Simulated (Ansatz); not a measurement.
# Bi: single point with PBE

Bi:

```xyz
2
Lattice="2.2675 1.3091 3.9380 -2.2675 1.3091 3.9380 0.0000 -2.6183 3.9380" Properties=species:S:1:pos:R:3 pbc="T T T"
Bi   -0.0313    0.0662    9.1076
Bi   -0.0144    0.0082    2.7686
```

The cell isn't the ideal one: atoms moved at random, drawn with an rms of 0.05 Å.

* Program: Ansatz 0.2.0
* Task: single point
* Functional: PBE
* Potentials or basis: all-electron LAPW, scalar-relativistic
* Cutoff: 228 eV (chosen from the basis error)
* Basis error allowed: 0.001 eV/atom
* k mesh: 7 × 7 × 7
* Occupations: fermi-dirac, width 0.05 eV
* Spin: no spin polarisation

| Item | Value |
| --- | --- |
| Pressure | 2.8 GPa |
| Largest force | 0.519 eV/Å |
| Band gap on the k mesh | 0.24 eV, indirect (least direct gap 0.53 eV) |

Forces on the atoms (eV/Å):
```
Bi   0.047 -0.195 -0.479
Bi  -0.047  0.195  0.479
```

Stress tensor (GPa, compression positive):
```
 2.27  0.13 -0.23
 0.13  3.35  0.91
-0.23  0.91  2.70
```

Levels at points of the mesh, in eV from the valence-band top:
```csv
k point,band 33,band 34,band 35,band 36,band 37,band 38,band 39,band 40,band 41,band 42
"(0.00, 0.00, 0.00)",-12.93,-7.16,-1.19,-1.09,-0.97,2.55,3.05,3.31,5.98,6.04
```

Wall time 50 s on 1 thread of Intel(R) Xeon(R) Platinum 8559C (Emerald Rapids), with other jobs on the host, peak memory 0.78 GiB.

Caveat: spin-orbit coupling is left out, which as a rule narrows the gap of such compounds by several tenths of an eV; an odd mesh through Γ misses points on the zone boundary, where band edges often lie.
